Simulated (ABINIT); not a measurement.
# P (R-3m) in ABINIT: notebook

The runs below take P through single point, with PBEsol, LDA.

Everything below comes from runs of ABINIT 10.8.3 (patched build). Logs are shortened: lines on timing, memory, paths and dates and some standing lists are left out, and cuts for length are marked. The log counts tension as positive stress, the text compression.

**1. The structure**

The structure is trigonal, space group R-3m (No. 166). The conventional cell has a = 3.451 Å, b = 3.451 Å, c = 9.389 Å, α = 90.00°, β = 90.00°, γ = 120.00°. Around P (site symmetry 3m) lie 3 P at 2.29 Å.

This isn't the form of P at room conditions, which is orthorhombic.

**2. Single point, PBEsol**

run.abi

```
# Pseudopotentials
pp_dirpath "./"
pseudos "P.upf"

# Structure
acell 3*1.0 Angstrom
rprim
     1.7257251780     0.9963478961     3.1296800121
    -1.7257251780     0.9963478961     3.1296800121
     0.0000000000    -1.9926957921     3.1296800121
ntypat 1
znucl 15
natom 2
typat 1 1
xred
     0.7729197500     0.7729197500     0.7729197500
     0.2270802500     0.2270802500     0.2270802500

# Plane-wave basis
ecut 18.0

# k points
kptopt 1
ngkpt 7 7 7
nshiftk 1
shiftk 0.0 0.0 0.0

# Exchange and correlation
ixc -116133

# Bands and occupations
nband 9
occopt 3
tsmear 0.00183747

# SCF cycle
nstep 100
tolvrs 1.0e-10

# Output
iomode 3
prtwf 0
prtden 0
prteig 0
prtebands 0
enunit 1
```

Potentials or basis: PseudoDojo NC SR PBEsol v0.4.1 standard.

Run with:

```bash
$ abinit run.abi > log 2>&1
```

run.abo:

```text
.Version 10.8.3 of ABINIT
 Symmetries : space group R-3 m (#166); Bravais hR (rhombohedral)
================================================================================
 Values of the parameters that define the memory need of the present run
     intxc =       0    ionmov =       0      iscf =       7    lmnmax =       6
     lnmax =       6     mgfft =      30  mpssoang =       3    mqgrid =    3001
     natom =       2  nloc_mem =       1    nspden =       1   nspinor =       1
    nsppol =       1      nsym =      12    n1xccc =    2501    ntypat =       1
    occopt =       3   xclevel =       2
       mpw =         804          nfft =       27000          nkpt =          44
================================================================================
================================================================================

--------------------------------------------------------------------------------
------------- Echo of variables that govern the present computation ------------
--------------------------------------------------------------------------------
 -outvars: echo values of preprocessed input variables --------
            acell      1.8897261259E+00  1.8897261259E+00  1.8897261259E+00 Bohr
              amu      3.09737620E+01
             ecut      1.80000000E+01 Hartree
           enunit           1
              ixc     -116133
         kptrlatt        7    0    0      0    7    0      0    0    7
          kptrlen      4.56560714E+01
            natom           2
            nband           9
            ngfft          30      30      30
             nkpt          44
            nstep         100
             nsym          12
           ntypat           1
           occopt           3
           prtden           0
        prtebands           0
           prteig           0
            prtwf           0
            rprim      1.7257251780E+00  9.9634789610E-01  3.1296800121E+00
                      -1.7257251780E+00  9.9634789610E-01  3.1296800121E+00
                       0.0000000000E+00 -1.9926957921E+00  3.1296800121E+00
          spgroup         166
           tolvrs      1.00000000E-10
           tsmear      1.83747000E-03 Hartree
            typat      1  1
           xangst     -4.0224176209E-17  7.7292369089E-11  7.2569744776E+00
                       4.0224176209E-17  2.2708029848E-11  2.1320655587E+00
            xcart     -7.6012676676E-17  1.4606140920E-10  1.3713694265E+01
                       7.6012676676E-17  4.2911957272E-11  4.0290199884E+00
             xred      7.7291975000E-01  7.7291975000E-01  7.7291975000E-01
                       2.2708025000E-01  2.2708025000E-01  2.2708025000E-01
            znucl       15.00000

================================================================================

 chkinp: Checking input parameters for consistency.

================================================================================
== DATASET  1 ==================================================================

--- !DatasetInfo
iteration_state: {dtset: 1, }
dimensions: {natom: 2, nkpt: 44, mband: 9, nsppol: 1, nspinor: 1, nspden: 1, mpw: 804, }
cutoff_energies: {ecut:  18.0, pawecutdg:  -1.0, }
electrons: {nelect:   1.00000000E+01, charge:   0.00000000E+00, occopt:   3.00000000E+00, tsmear:   1.83747000E-03, }
meta: {optdriver: 0, ionmov: 0, optcell: 0, iscf: 7, paral_kgb: 0, }
...

 Real(R)+Recip(G) space primitive vectors, cartesian coordinates (Bohr,Bohr^-1):
 R(1)=  3.2611480  1.8828246  5.9142381  G(1)=  0.1533202  0.0885195  0.0563612
 R(2)= -3.2611480  1.8828246  5.9142381  G(2)= -0.1533202  0.0885195  0.0563612
 R(3)=  0.0000000 -3.7656493  5.9142381  G(3)=  0.0000000 -0.1770390  0.0563612
 Unit cell volume ucvol=  2.1788655E+02 bohr^3
 Angles (23,13,12)=  5.54369395E+01  5.54369395E+01  5.54369395E+01 degrees

 getcut: wavevector=  0.0000  0.0000  0.0000  ngfft=  30  30  30
         ecut(hartree)=     18.000   => boxcut(ratio)=   2.24297

 getcut : COMMENT -
  Note that boxcut > 2.2 ; recall that boxcut=Gcut(box)/Gcut(sphere) = 2
  is sufficient for exact treatment of convolution.
  Such a large boxcut is a waste : you could raise ecut
  e.g. ecut=   22.639081 Hartrees makes boxcut=2

--- Pseudopotential description ------------------------------------------------
- pspini: atom type   1  psp file is ./P.upf
12 -116133 2 -1 1298                          pspcod,pspxc,lmax,lloc,mmax
     nproj     2     2     2

   1.46244183E+02                                ecore*ucvol(ha*bohr**3)
--------------------------------------------------------------------------------

================================================================================

--- !BeginCycle
iteration_state: {dtset: 1, }
solver: {iscf: 7, nstep: 100, nline: 4, wfoptalg: 0, }
tolerances: {tolvrs: 1.00E-10, }
...

     iter   Etot(hartree)      deltaE(h)  residm     vres2
 ETOT  1  -13.839015210884    -1.384E+01 3.880E-02 9.874E-01
 ETOT  2  -13.844393447468    -5.378E-03 6.055E-03 7.789E-03
 ETOT  3  -13.844394997817    -1.550E-06 6.654E-04 1.499E-04
 ETOT  4  -13.844395025136    -2.732E-08 1.856E-04 6.845E-06
 ETOT  5  -13.844395026187    -1.051E-09 3.480E-05 3.493E-07
 ETOT  6  -13.844395026233    -4.589E-11 8.948E-05 1.737E-09
 ETOT  7  -13.844395026233    -2.558E-13 1.514E-05 2.320E-11

 At SCF step    7       vres2   =  2.32E-11 < tolvrs=  1.00E-10 =>converged.

 Cartesian components of stress tensor (hartree/bohr^3)
  sigma(1 1)=  4.59543707E-05  sigma(3 2)= -3.32990923E-14
  sigma(2 2)=  4.59543707E-05  sigma(3 1)=  0.00000000E+00
  sigma(3 3)=  1.13512765E-04  sigma(2 1)=  0.00000000E+00

--- !ResultsGS
iteration_state: {dtset: 1, }
comment   : Summary of ground state results
lattice_vectors:
- [  3.2611480,   1.8828246,   5.9142381, ]
- [ -3.2611480,   1.8828246,   5.9142381, ]
- [  0.0000000,  -3.7656493,   5.9142381, ]
lattice_lengths: [   7.01130,    7.01130,    7.01130, ]
lattice_angles: [ 55.437,  55.437,  55.437, ] # degrees, (23, 13, 12)
lattice_volume:   2.1788655E+02
convergence: {deltae: -2.558E-13, res2:  2.320E-11, residm:  1.514E-05, diffor: null, }
etotal    :  -1.38443950E+01
entropy   :   0.00000000E+00
fermie    :   3.04095531E-01
cartesian_stress_tensor: # hartree/bohr^3
- [  4.59543707E-05,   0.00000000E+00,   0.00000000E+00, ]
- [  0.00000000E+00,   4.59543707E-05,  -3.32990923E-14, ]
- [  0.00000000E+00,  -3.32990923E-14,   1.13512765E-04, ]
pressure_GPa:  -2.0146E+00
xred      :
- [  7.7292E-01,   7.7292E-01,   7.7292E-01,  P]
- [  2.2708E-01,   2.2708E-01,   2.2708E-01,  P]
cartesian_forces: # hartree/bohr
- [ -3.48735080E-19,  -2.78264483E-19,  -4.55252161E-03, ]
- [  3.48735080E-19,   2.78264483E-19,   4.55252161E-03, ]
force_length_stats: {min:   4.55252161E-03, max:   4.55252161E-03, mean:   4.55252161E-03, }
...

 Integrated electronic density in atomic spheres:
 ------------------------------------------------
 Atom  Sphere_radius  Integrated_density
    1        2.00000          2.73387334
    2        2.00000          2.73387334
================================================================================

 ----iterations are completed or convergence reached----

 Mean square residual over all n,k,spin=   79.447E-09; max=  15.141E-06
 reduced coordinates (array xred) for    2 atoms
       0.772919750000      0.772919750000      0.772919750000
       0.227080250000      0.227080250000      0.227080250000
 rms dE/dt=  2.6925E-02; max dE/dt=  2.6925E-02; dE/dt below (all hartree)
    1       0.026924696691      0.026924696691      0.026924696691
    2      -0.026924696691     -0.026924696691     -0.026924696691

 cartesian coordinates (angstrom) at end:
    1     -0.00000000000000     0.00000000007729     7.25697447759699
    2      0.00000000000000     0.00000000002271     2.13206555870301

 cartesian forces (hartree/bohr) at end:
    1     -0.00000000000000    -0.00000000000000    -0.00455252161076
    2      0.00000000000000     0.00000000000000     0.00455252161076
 frms,max,avg= 2.6283996E-03 4.5525216E-03   0.000E+00  0.000E+00  0.000E+00 h/b

 cartesian forces (eV/Angstrom) at end:
    1     -0.00000000000000    -0.00000000000000    -0.23410007361458
    2      0.00000000000000     0.00000000000000     0.23410007361458
 frms,max,avg= 1.3515774E-01 2.3410007E-01   0.000E+00  0.000E+00  0.000E+00 e/A
 length scales=  1.889726125908  1.889726125908  1.889726125908 bohr
              =  1.000000000000  1.000000000000  1.000000000000 angstroms
 Fermi (or HOMO) energy (eV) =   8.27486   Average Vxc (eV)= -10.80349
 Eigenvalues (   eV  ) for nkpt=  44  k points:
 kpt#   1, nband=  9, wtk=  0.00292, kpt=  0.0000  0.0000  0.0000 (reduced coord)
  -8.23675    4.69976    5.15010    5.41637    5.41637    9.58550   10.91073   10.91073
  14.02467
 prteigrs : prtvol=0 or 1, do not print more k-points.

--- !EnergyTerms
iteration_state     : {dtset: 1, }
comment             : Components of total free energy in Hartree
kinetic             :  5.04241560519747E+00
hartree             :  6.13713743343461E-01
xc                  : -4.09782325853334E+00
Ewald energy        : -1.46697452009828E+01
psp_core            :  6.71194158259749E-01
local_psp           : -3.49014077377885E+00
non_local_psp       :  2.08609676103410E+00
internal            : -1.38442889654602E+01
'-kT*entropy'       : -1.06060772556612E-04
total_energy        : -1.38443950262328E+01
total_energy_eV     : -3.76725180400759E+02
band_energy         :  3.82404079272766E-01
...

 Cartesian components of stress tensor (hartree/bohr^3)
  sigma(1 1)=  4.59543707E-05  sigma(3 2)= -3.32990923E-14
  sigma(2 2)=  4.59543707E-05  sigma(3 1)=  0.00000000E+00
  sigma(3 3)=  1.13512765E-04  sigma(2 1)=  0.00000000E+00

-Cartesian components of stress tensor (GPa)         [Pressure= -2.0146E+00 GPa]
- sigma(1 1)=  1.35202426E+00  sigma(3 2)= -9.79693118E-10
- sigma(2 2)=  1.35202426E+00  sigma(3 1)=  0.00000000E+00
- sigma(3 3)=  3.33966086E+00  sigma(2 1)=  0.00000000E+00

== END DATASET(S) ==============================================================
================================================================================

 -outvars: echo values of variables after computation  --------
            acell      1.8897261259E+00  1.8897261259E+00  1.8897261259E+00 Bohr
           etotal     -1.3844395026E+01
            fcart     -3.4873507978E-19 -2.7826448251E-19 -4.5525216108E-03
                       3.4873507978E-19  2.7826448251E-19  4.5525216108E-03
            rprim      1.7257251780E+00  9.9634789610E-01  3.1296800121E+00
                      -1.7257251780E+00  9.9634789610E-01  3.1296800121E+00
                       0.0000000000E+00 -1.9926957921E+00  3.1296800121E+00
           strten      4.5954370657E-05  4.5954370650E-05  1.1351276548E-04
                      -3.3299092252E-14  0.0000000000E+00  0.0000000000E+00
           xangst     -4.0224176209E-17  7.7292369089E-11  7.2569744776E+00
                       4.0224176209E-17  2.2708029848E-11  2.1320655587E+00
             xred      7.7291975000E-01  7.7291975000E-01  7.7291975000E-01
                       2.2708025000E-01  2.2708025000E-01  2.2708025000E-01
 Calculation completed.
```

It took 9.1 s on 1 thread of Arm Neoverse V1, shared host; peak memory 0.06 GiB.

Results:

| Item | Value |
| --- | --- |
| Free energy | -376.7252 eV |
| Pressure | -2.0 GPa |
| Largest force | 0.234 eV/Å |
| Band gap on the k mesh | none (metal or under the smearing width) |
| Valence electrons inside the program's atomic spheres | P 2.73 (radii [1.0584] Å) |

Forces on the atoms (eV/Å):
```
P    0.000  0.000 -0.234
P    0.000  0.000  0.234
```

Levels at points of the mesh, in eV from the Fermi level:
| k point | band 2 | band 3 | band 4 | band 5 | band 6 | band 7 | band 8 | band 9 |
| --- | --- | --- | --- | --- | --- | --- | --- | --- |
| (0.00, 0.00, 0.00) | -3.58 | -3.12 | -2.86 | -2.86 | 1.31 | 2.64 | 2.64 | 5.75 |

Caveat: the cutoff is short for stress, so the pressure is rough.

**3. Single point, LDA**

run.abi: that of step 2 with these lines changed.

```diff
@@ -28,3 +28,3 @@
 # Exchange and correlation
-ixc -116133
+ixc 7
 
@@ -33,3 +33,3 @@
 occopt 3
-tsmear 0.00183747
+tsmear 0.05 eV
 
@@ -45,2 +45 @@
 prtebands 0
-enunit 1
```

Potentials or basis: PseudoDojo NC SR LDA v0.4.1 standard.

Run with:

```bash
$ abinit run.abi > log 2>&1
```

It took 9 s on 1 thread of Arm Neoverse V1, shared host; peak memory 0.06 GiB.

The run converged. Its results:

| Property | Result |
| --- | --- |
| Free energy | -378.5480 eV |
| Pressure | -3.4 GPa |
| Largest force | 0.132 eV/Å |
| Band gap on the k mesh | none (metal or under the smearing width) |
| Valence electrons inside the program's atomic spheres | P 2.75 (radii [1.0584] Å) |

Forces in eV/Å, atoms in the order of the input:
```
P    0.000  0.000 -0.132
P    0.000  0.000  0.132
```

Stress tensor (GPa, compression positive):
```
-2.81  0.00  0.00
 0.00 -2.81  0.00
 0.00  0.00 -4.60
```

Levels at points of the mesh, in eV from the Fermi level:
```tsv
k point	band 3	band 4	band 5	band 6	band 7	band 8
(0.00, 0.00, 0.00)	-3.12	-2.86	-2.86	1.31	2.63	2.63
```
